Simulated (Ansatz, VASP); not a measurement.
# One calculation of Se, two programs

File INCAR:

```
SYSTEM = Se
ALGO     = Normal         ! electronic algorithm
EDIFF    = 1E-6           ! SCF threshold, eV
ENCUT    = 520            ! plane-wave cutoff, eV
GGA      = PE             ! functional
ISIF     = 2              ! what is computed and relaxed
ISMEAR   = 0              ! smearing method
IVDW     = 12             ! dispersion correction
LASPH    = .TRUE.         ! aspherical terms in the spheres
LCHARG   = .TRUE.         ! write CHGCAR
LELF     = .TRUE.         ! ELF
LREAL    = .FALSE.        ! projectors in reciprocal space
LVHAR    = .TRUE.       
LWAVE    = .FALSE.        ! write WAVECAR
NBANDS   = 9              ! bands
NELM     = 100            ! most SCF steps
PREC     = Accurate       ! precision mode
SIGMA    = 0.15           ! smearing width, eV
```

Contents of KPOINTS:

```
k-points
0
G
  16 16 16
  0 0 0
```

Contents of POSCAR:

```
Se
1.0
    2.9510911710      0.0000000000      0.0000000000
    0.0000000000      2.9510911710      0.0000000000
    0.0000000000      0.0000000000      2.6700348690
Se
1
Direct
    0.0000000000      0.0000000000      0.0000000000
```

Input for Ansatz:

```yaml
crystal:
  lattice:
    - [2.951091171, 0.0, 0.0]
    - [0.0, 2.951091171, 0.0]
    - [0.0, 0.0, 2.670034869]
  atoms:
    - { symbol: Se, position: [0.0, 0.0, 0.0] }
basis:
  ecutwfc: 420
kpoints:
  mp_grid: { grid: [16, 16, 16] }
hamiltonian:
  xc: pbe
  dispersion: d3bj
scf:
  occupations: { method: gaussian, width: 0.15 }
output:
  forces: true
  stress: true
  eigenvalues: true
```

Change from the starting cell: strain +0.050 along x and y, -0.050 along z, atoms carried along.

Alike in both runs: task single point; functional PBE; dispersion D3(BJ); k mesh 16 × 16 × 16; occupations gaussian, width 0.15 eV; no spin polarisation.

```csv
,VASP,Ansatz
version,VASP 6.6.1,Ansatz 0.2.0
potentials or method,"VASP PAW PBE potentials, release 64 (Se)","scalar-relativistic, plane waves, PAW"
plane-wave cutoff (eV),520,420
valence electrons in the cell,6,16
```

```tsv
	VASP	Ansatz	Ansatz less VASP
gap on the k mesh at the Fermi level (eV)	none	none	-
pressure (GPa)	-3.2	-3.2	-0.02
largest component of the traceless stress (GPa)	5.76	5.76	-0.008
```

A gap of «none» marks a metal or a gap that the smearing closes. The functional is the same, so the differences come from potentials, cutoffs and numerics. The two sets of potentials don't hold the same shells in valence.

Caveats: pairwise dispersion overbinds metals, which lowers pressure and volume.
